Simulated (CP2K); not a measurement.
Runs of CP2K 2026.2 on InPd. It takes space group Pm-3m (No. 221, cubic). Conventional cell: a = 3.272 Å, b = 3.272 Å, c = 3.272 Å, α = 90.00°, β = 90.00°, γ = 90.00°. Around In (site symmetry m-3m) lie 8 Pd at 2.83 Å. Pd (site symmetry m-3m) has 8 In at 2.83 Å as nearest neighbours. The cell comes from a database or a generator and needn't be the stable form of this composition.

```csv
task,level,potentials or basis,cell,smearing,EPS_DEFAULT,k points reduced by the point group,NGRIDS,points a segment of the path (NPOINTS),bands added on the path,gap on the mesh (eV),pressure (GPa),V0 of scaled cells (Å³/atom),relaxed volume (Å³/atom),B0 (GPa)
band structure,LDA,"GTH_POTENTIALS In GTH-PADE-q13, Pd GTH-PADE-q18; TZVP-MOLOPT-PBE-GTH basis",as given,fermi-dirac 0.05 eV,1.0E-9,yes,4,10,6,none,(b),-,-,-
equation of state,r2SCAN,"POTENTIAL_UZH In GTH-SCAN-q13, Pd GTH-SCAN-q18; TZVP-MOLOPT-SCAN-GTH basis",as given,fermi-dirac 0.1 eV,1.0E-10,yes,4,-,-,-,-,17.88,-,(a)
relaxation of cell and atoms,PBEsol+D3(BJ),"POTENTIAL_UZH In GTH-PBE-q13, Pd GTH-PBE-q18; TZVP-MOLOPT-PBE-GTH basis",relaxed,fermi-dirac 0.05 eV,1.0E-10,-,4,-,-,none,0.0,-,(c),-
single point,PBEsol,"POTENTIAL_UZH In GTH-PBE-q13, Pd GTH-PBE-q18; TZVP-MOLOPT-PBE-GTH basis",as given,fermi-dirac 0.05 eV,1.0E-10,yes,4,-,-,none,-1.3,-,-,-
single point,PBE,"POTENTIAL_UZH In GTH-PBE-q13, Pd GTH-PBE-q18; TZVP-MOLOPT-PBE-GTH basis",as given,fermi-dirac 0.05 eV,1.0E-10,yes,5,-,-,none,5.1,-,-,-
equation of state,PBEsol,"POTENTIAL_UZH In GTH-PBE-q13, Pd GTH-PBE-q18; TZVP-MOLOPT-PBE-GTH basis",as given,fermi-dirac 0.05 eV,1.0E-10,yes,4,-,-,-,-,17.34,-,137
band structure,r2SCAN,"POTENTIAL_UZH In GTH-SCAN-q13, Pd GTH-SCAN-q18; TZVP-MOLOPT-SCAN-GTH basis",as given,fermi-dirac 0.1 eV,1.0E-10,yes,4,10,2,none,2.8,-,-,-
relaxation of cell and atoms,PBEsol+D4,"POTENTIAL_UZH In GTH-PBE-q13, Pd GTH-PBE-q18; TZVP-MOLOPT-PBE-GTH basis",relaxed,fermi-dirac 0.05 eV,1.0E-10,-,4,-,-,none,0.0,-,17.04,-
```

Alike in all rows: no spin polarisation; k mesh 8 × 8 × 8.

Problem. Estimate the missing entries.

Solution. (a) 125; (b) -8.3; (c) 16.73.

Caveats: the basis of atomic orbitals isn't converged, which shifts pressures, moduli and gaps; the potentials were made for another functional, which shifts forces and pressure (some runs); pairwise dispersion overbinds metals, which lowers pressure and volume (some runs).

A k mesh can miss the band edges, and the runs leave out spin-orbit coupling on In, Pd.

A gap of «none» marks a metal or a gap under the smearing width.

Not every run made on this cell is shown here.
